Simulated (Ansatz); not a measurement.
# Hf5Si: the cost of one run

Method: DFT PBE, scalar-relativistic, plane waves, PAW, in Ansatz 0.2.0.

1 further run of the same task is left out (set aside as unsound or not needed).

**1. Starting point**

It takes space group R32 (No. 155, trigonal). Conventional cell: a = 5.048 Å, b = 5.048 Å, c = 13.315 Å, α = 90.00°, β = 90.00°, γ = 120.00°. Ti (site symmetry 3) is surrounded by 9 Ti at 2.84 to 2.94 Å and 3 Si at 2.92 Å. Ti (site symmetry 2) has 8 Ti at 2.68 to 2.88 Å and 2 Si at 2.71 Å as nearest neighbours. Around Si (site symmetry 32) lie 12 Ti at 2.71 to 2.92 Å.

As a file:

```xyz
6
Lattice="2.5242 1.4574 4.4384 -2.5242 1.4574 4.4384 0.0000 -2.9147 4.4384" Properties=species:S:1:pos:R:3 pbc="T T T"
Ti    0.0000    0.0000    2.0154
Ti    0.5278    1.4574    4.4384
Ti   -1.5260   -0.2716    4.4384
Ti    0.0000    0.0000   11.2997
Ti    0.9982   -1.1858    4.4384
Si    0.0000    0.0000    6.6575
```

It goes back to an entry of the Materials Project, which need not be the stable form.

This cell was relaxed beforehand with the same method: volume 16.33 Å³/atom, gap on the mesh none (metal).

**2. Swap Ti → Hf**

The start of Hf5Si: fractional positions of relaxed Ti5Si, cell scaled by 1.056, a guess from tabulated radii.

**3. A first look at the start (Hf5Si)**

input.yaml reads:

```yaml
crystal:
  lattice:
    - [2.6660112555, 1.539222316, 4.6876240618]
    - [-2.6660112555, 1.539222316, 4.6876240618]
    - [0.0, -3.078444632, 4.6876240618]
  atoms:
    - { symbol: Hf, position: [0.1513621527, 0.1513621527, 0.1513621527] }
    - { symbol: Hf, position: [0.6045557556, 0.3954442444, 0.0] }
    - { symbol: Hf, position: [0.0, 0.6045557556, 0.3954442444] }
    - { symbol: Hf, position: [0.8486378473, 0.8486378473, 0.8486378473] }
    - { symbol: Hf, position: [0.3954442444, 0.0, 0.6045557556] }
    - { symbol: Si, position: [0.5, 0.5, 0.5] }
basis:
  ecutwfc: 420
kpoints:
  mp_grid: { grid: [6, 6, 6] }
hamiltonian:
  xc: pbe
scf:
  occupations: { method: gaussian, width: 0.1 }
output:
  forces: true
  stress: true
  eigenvalues: true
```

Started as:

```
$ ansatz run input.yaml --threads 1 --pin off --max-ram 2560MiB --backend cpu --events-out ev --progress --plain --runs-dir out
```

What time and memory should one allow on 1 thread of AMD EPYC 7R13 (Zen 3), shared host?

About 34 s, with a peak of 0.56 GiB.
